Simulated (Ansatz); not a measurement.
**Mo (Im-3m): single point from an input typed as a dict**

The task is a single point from an input typed as a dict, for Mo (Im-3m).

All numbers are computed with Ansatz 0.2.0 through its Python package. Level of theory: DFT PBE, plane waves, PAW.

## 1. Starting point

The structure is cubic, space group Im-3m (No. 229). The conventional cell has a = 3.147 Å, b = 3.147 Å, c = 3.147 Å, α = 90.00°, β = 90.00°, γ = 90.00°. Around Mo (site symmetry m-3m) lie 8 Mo at 2.73 Å.

The script holds or builds the structure itself.

## 2. Script

Contents of deck_mo.py:

```python
import json
import warnings

import ansatz as az
import numpy as np


def main() -> None:
    warnings.simplefilter("ignore", az.DeckWarning)

    config = {
        "crystal": {
            "lattice": [
                [-1.573415, 1.573415, 1.573415],
                [1.573415, -1.573415, 1.573415],
                [1.573415, 1.573415, -1.573415],
            ],
            "atoms": [{"symbol": "Mo", "position": [0.0, 0.0, 0.0]}],
        },
        "kpoints": {"mp_grid": {"kspacing": 0.3}},
        "hamiltonian": {"xc": "pbe"},
        "scf": {"occupations": {"method": "gaussian", "width": 0.05}},
        "basis": {"ecutwfc": 510},
        "output": {"forces": True, "stress": True, "eigenvalues": True},
    }

    out = az.Session.from_dict(config).plan(threads=1).execute()
    report = out.report

    n_atoms = len(report["lattice"]["sites"])
    print("F =", round(report["free_energy_ev"], 4), "eV for", n_atoms, "atoms")
    print("E(sigma -> 0) =", round(report["energy_sigma0_ev"], 4), "eV, TS =", round(report["entropy_ts_ev"], 5), "eV")
    print("closed by", report["closed_by"], "after", report["n_iterations"], "iterations")

    forces = np.array(report["forces_ev_ang"])
    norms = np.linalg.norm(forces, axis=1)
    print("largest force {:.4f} eV/A on atom {}".format(norms.max(), norms.argmax()))
    print(np.array2string(forces, precision=4, suppress_small=True))

    fermi = report["fermi_energy_ev"]
    print("levels less the Fermi level (eV) at the first k-points")
    for k, levels in list(zip(report["kpoints_frac"], report["eigenvalues_ev"]))[:6]:
        print("k = ({:.3f}, {:.3f}, {:.3f})".format(*k))
        print("   ", " ".join(f"{e - fermi:.3f}" for e in levels))

    stress = np.array(report["stress_gpa"])
    print(f"pressure {np.trace(stress) / 3:.3f} GPa")
    print("stress tensor, GPa, positive in compression")
    print(np.round(stress, 3) + 0.0)

    keep = ["free_energy_ev", "energy_sigma0_ev", "fermi_energy_ev", "n_iterations", "converged", "magnetization_mub", "n_kpoints"]
    with open("mo.json", "w") as handle:
        json.dump({key: report[key] for key in keep}, handle, indent=1)

    terms = report["components"]
    print({name: round(terms[name], 3) for name in ("e_kinetic", "e_hartree", "e_xc", "e_local", "e_nonlocal")})


if __name__ == "__main__":
    main()
```

## 3. Running it

The run is started by

```sh
python deck_mo.py
```

Output:

```text
F = -4956.005 eV for 1 atoms
E(sigma -> 0) = -4956.0045 eV, TS = 0.00115 eV
closed by deck_thresholds after 6 iterations
largest force 0.0000 eV/A on atom 0
[[-0.  0.  0.]]
levels less the Fermi level (eV) at the first k-points
k = (0.000, 0.000, 0.000)
    -61.380 -34.634 -34.634 -34.634 -7.368 -1.483 -1.483 -1.483 1.553 1.553 14.567
k = (0.000, 0.000, 0.100)
    -61.355 -34.778 -34.678 -34.635 -6.934 -1.725 -1.534 -1.068 1.233 1.563 14.866
k = (0.000, 0.000, 0.200)
    -61.289 -35.146 -34.793 -34.638 -5.879 -2.300 -1.731 0.119 0.946 1.635 15.037
k = (0.000, 0.000, 0.300)
    -61.206 -35.583 -34.933 -34.641 -5.163 -2.921 -1.288 1.205 1.828 1.880 13.842
k = (0.000, 0.000, 0.400)
    -61.138 -35.924 -35.043 -34.645 -5.306 -3.370 0.318 1.613 2.087 3.742 12.374
k = (0.000, 0.000, -0.500)
    -61.112 -36.051 -35.084 -34.646 -5.460 -3.531 1.504 1.585 2.218 4.657 11.559
pressure 2.843 GPa
stress tensor, GPa, positive in compression
[[2.843 0.    0.   ]
 [0.    2.843 0.   ]
 [0.    0.    2.843]]
{'e_kinetic': 441.367, 'e_hartree': 258.873, 'e_xc': -183.691, 'e_local': -782.071, 'e_nonlocal': 142.79}
```

Run time: 0.7 s. Hardware: 1 thread of Intel Xeon Platinum 8488C (Sapphire Rapids), shared host; peak memory 0.34 GiB.

File mo.json afterwards:

```json
{
 "free_energy_ev": -4956.005040813303,
 "energy_sigma0_ev": -4956.0044670196085,
 "fermi_energy_ev": 21.316118030290987,
 "n_iterations": 6,
 "converged": true,
 "magnetization_mub": 0.0,
 "n_kpoints": 47
}
```

Lines on the test bed's own set-up are left out of the output.

## 4. The run's own record

From the engine's report, whether the script printed it or not:

```csv
item,value
SCF cycles in all,6
k-points solved,47
plane waves,381
bands,11
valence electrons,14
free energy (eV),-4956.00504
Fermi level (eV),21.316
"lowest empty less highest filled level on the mesh, by band count (eV)",-5.371
pressure (GPa; positive when compressed),2.84
```

## 5. The same input on the command line

The engine's input of that run, saved to a file, gives the whole log.

Contents of input.yaml:

```yaml
crystal:
  lattice:
    - [-1.573415, 1.573415, 1.573415]
    - [1.573415, -1.573415, 1.573415]
    - [1.573415, 1.573415, -1.573415]
  atoms:
    - { symbol: Mo, position: [0.0, 0.0, 0.0] }
kpoints:
  mp_grid: { kspacing: 0.3 }
hamiltonian:
  xc: pbe
scf:
  occupations: { method: gaussian, width: 0.05 }
basis:
  ecutwfc: 510
output:
  forces: true
  stress: true
  eigenvalues: true
```

The run is started by

```sh
ansatz run input.yaml --threads 1 --pin off --max-ram 3072MiB --backend cpu --events-out ev --progress --plain --runs-dir out
```

Output:

```text
Warning: RAYON_NUM_THREADS=1 ignored (pool sized by the plan → 1); use --threads N
Engine: ansatz 0.2.0, x86_64-unknown-linux-gnu
Pseudopotentials: kind: paw
Pseudopotential: Mo, paw, valence charge 14, recommended cutoff 420 eV (normal), Mo.paw.azcp
Functional definition: PBE
  parameter kappa = 0.804
  parameter beta = 0.06672455060314922
  exchange = pbe_x(kappa = kappa, mu = beta*pi^2/3)
  correlation = pbe_c(beta = beta)
Crystal: 1 atoms, lattice volume = 15.581 Å³
Basis set: ecut = 510 eV, 381 PW (Γ), exchange–correlation on 48×48×48 points (8 copies of the dense FFT grid, shifted against one another)
Bands: 11, of which v1, the nominal top of the filled ones, is band 7 counted from 1 (6 counted from 0)
Symmetry: 48 space group operations
Space group: Im-3m (ITA 229), of the structure as read, at distance tolerance 2.5e-5 Å
k-points: 47 of 1000
Non-local potential: Mo, projectors of the file, l = 0: 3, l = 1: 2, l = 2: 2, l = 3: 1
PAW form: soft (Blöchl's): semilocal exchange-correlation on the pseudo side does not see the compensation charge
PAW one-centre angular grid: Mo, 590 points (default); XC on 64 Gauss nodes
Initial density: superposition of atomic densities (neutral atoms: chi_scale 0, normalization atom), corrected by the library's trained network
Initial wavefunctions: pseudopotential atomic-orbital guess
Functional: x = pbe(κ = 0.804, μ = 0.2195149727645171), c = pbe(β = 0.06672455060314922)
SCF iter   1: F=—  HF=-4956.004883 eV  |F-HF|=—  |Δ(HF+E_count)|=         —  Δρ=3.07e-3  dr2=5.08e-4  ethr=1.77e-3  ⟨swp⟩=5.0  Hψ=3082  notcnv=0
preconditioner: auto → none  [metal: Δε(μ)=0.028 eV  Ē_g=8.357 eV  σ=0.050 eV  W_gap=0.30  n_scr=0 (ndim 8)  ℏωp=23.0 eV  f_vac=0.000  D(μ)=0.91/eV (n_scr^D=12)]
SCF iter   2: F=—  HF=-4956.005003 eV  |F-HF|=—  |Δ(HF+E_count)|=   1.21e-4  Δρ=1.46e-3  dr2=1.07e-4  ethr=3.63e-6  ⟨swp⟩=2.3  Hψ=1067  notcnv=0
SCF iter   3: F=—  HF=-4956.005042 eV  |F-HF|=—  |Δ(HF+E_count)|=   3.88e-5  Δρ=1.30e-4  dr2=1.17e-6  ethr=7.65e-7  ⟨swp⟩=1.0  Hψ=511  notcnv=0
SCF iter   4: F=—  HF=-4956.005041 eV  |F-HF|=—  |Δ(HF+E_count)|=   1.33e-6  Δρ=3.03e-5  dr2=4.30e-8  ethr=8.38e-9  ⟨swp⟩=2.3  Hψ=710  notcnv=0
iter 5 did not close the SCF: its close was put off for the readings that it lacked (scf_convergence_deferred on its scf_iter line)
SCF iter   5: F=-4956.005041 eV  HF=-4956.005041 eV  |F-HF|=9.17e-9  |Δ(HF+E_count)|=   2.56e-9  Δρ=1.28e-5  dr2=1.15e-8  ethr=3.07e-10  ⟨swp⟩=2.0  Hψ=842  notcnv=0
SCF iter   6: F=-4956.005041 eV  HF=-4956.005041 eV  |F-HF|=1.98e-10  |Δ(HF+E_count)|=   4.92e-9  Δρ=2.36e-6  dr2=3.09e-10  ethr=8.23e-11  ⟨swp⟩=2.2  Hψ=1768  notcnv=0
SCF 1 converged in 6 iterations: F = -4956.005041 eV  dr2 = 3.09e-10
SCF converged after 6 iterations
Free energy (F): -4956.005041 eV
Harris-Foulkes:  -4956.005041 eV  (|F-HF|=1.98e-10)
Internal energy: -4956.003893 eV  (E = F + TS)
E sigma→0 (E₀):  -4956.004467 eV
Entropy (-TS):   -0.001148 eV (-1.148 meV/atom)
Fermi energy:    21.316118 eV
--- Per-component energies (eV) ---
  E_band       = -53.448338
  E_kinetic    = 441.366732
  E_local      = -782.071299  (includes V_loc(G=0)·N_el)
  E_nonlocal   = 142.789918
  E_hartree    = 258.873483
  E_xc         = -183.690773
  E_vxc        = -229.284497  (∫ρ·V_xc dr)
  E_paw        = -3201.293171  (= ΣΔE_a)
  E_vpaw       = -143.995738  (= ΣTr[D̂ρ^β])
  E_aug_tail   = 0.000003  (compensation charges beyond the density's cutoff)
  E_ewald      = -1631.978787
  E_smearing   = -0.001148  (= −TS)
  E_closure    = -0.000000  (closes the sum)
  Σ components = -4956.005041   (vs F -4956.005041, Δ=0.00e0)
--- Forces (eV/Å), atoms counted from 1 ---
  atom   1  Mo    -0.00000000     0.00000000     0.00000000
  max |Σ_I F_I| component: 2.88e-32 eV/Å
--- Stress (GPa, compression-positive) ---
        2.842817       0.000000      -0.000000
        0.000000       2.842817      -0.000000
        0.000000      -0.000000       2.842817
  P = ⅓ Tr σ = 2.8428 GPa (28.428 kbar)
--- Band table (eV; the first three rows and the last of 47) ---
  k-point 0: bands = ["-40.0642", "-13.3177", "-13.3177", "-13.3177", "13.9482", "19.8334", "19.8334", "19.8334", "22.8691", "22.8691", "35.8835"]
  k-point 1: bands = ["-40.0390", "-13.4622", "-13.3623", "-13.3188", "14.3819", "19.5914", "19.7823", "20.2483", "22.5487", "22.8787", "36.1816"]
  k-point 2: bands = ["-39.9728", "-13.8302", "-13.4774", "-13.3217", "15.4366", "19.0164", "19.5854", "21.4352", "22.2616", "22.9512", "36.3530"]
  k-point 46: bands = ["-39.6073", "-14.2932", "-14.2932", "-14.2932", "15.7343", "15.7343", "25.2046", "25.2046", "25.2046", "30.2653", "30.2653"]
```

Wall time 0.58 s (1 thread of Intel Xeon Platinum 8488C (Sapphire Rapids), shared host); peak memory 0.32 GiB.

Script and command line differ by 0.000 meV in the energy.

## 6. Summary of results

| quantity | value |
| --- | --- |
| free energy | -4956.0050 eV |
| gap on the mesh | none |
| pressure | 2.84 GPa |
| largest force | 0.000 eV/Å |

Filled and empty levels meet on the mesh: no gap at this level. The pressure of 2.8 GPa means that the cell would grow if relaxed at this level. All forces vanish by symmetry. Notes:
- No spin polarisation was allowed.
- The energy terms are those on the plane-wave grid, with the one-centre PAW part apart; the terms shown are only some of the summands, so they needn't add up to F.
- Gaps and levels are Kohn-Sham values on a finite set of k-points, without spin-orbit coupling.
